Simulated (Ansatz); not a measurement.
**PbS (Galena) under changes of volume**

One of the cells (26.086 Å³/atom); the others are scaled copies at fixed shape and fractional positions:

```xyz
2
Lattice="0.0000 2.9657 2.9657 2.9657 0.0000 2.9657 2.9657 2.9657 0.0000" Properties=species:S:1:pos:R:3 pbc="T T T"
Pb    0.0000    0.0000    0.0000
S     2.9657    2.9657    2.9657
```

| Item | Value |
| --- | --- |
| Program | Ansatz 0.2.0 |
| Functional | HF |
| Potentials or basis | Ansatz PAW |
| Cutoff | 420 eV (not typed: the program's choice for these potentials) |
| k mesh | 4 × 4 × 4 |
| Occupations | fermi-dirac, width 0.05 eV |
| Spin | no spin polarisation |

```tsv
volume (Å³/atom)	energy over the lowest point (meV/atom)	pressure (GPa)	gap on the mesh (eV)
24.521	?	?	?
25.042	124.01	11.9	5.07
25.564	88.31	10.0	5.20
26.086	58.63	8.3	5.32
26.607	34.34	6.7	5.43
27.129	14.90	5.2	5.53
27.651	0.00	3.9	5.63
```

Task: What does the run at 24.521 Å³/atom give?

Result: Energy over the lowest point 166.17 meV/atom; pressure 14.0 GPa; gap on the mesh 4.94 eV.

Worked out: A Birch-Murnaghan fit of order 3 (a polynomial in V^(-2/3)) to the other rows has no minimum within the range. It gives 166.13 meV/atom at 24.521 Å³/atom, against the run's 166.17, and -dE/dV = 14.0 GPa, against 14.0. A straight line through the other rows of the gap, of slope 5.63 eV per unit of ln V (its deformation potential), extrapolates to 4.96 eV, against the run's 4.94.

Energies are extrapolated to zero smearing.

Caveats: all runs use coarse meshes; spin-orbit coupling is left out, which as a rule narrows the gap of such compounds by several tenths of an eV; the PAW data sets come from PBE, with cores solved anew for the run's functional, which leaves a small shift of forces and pressure; the thresholds are loose for stress.

A mesh can miss the band edges.
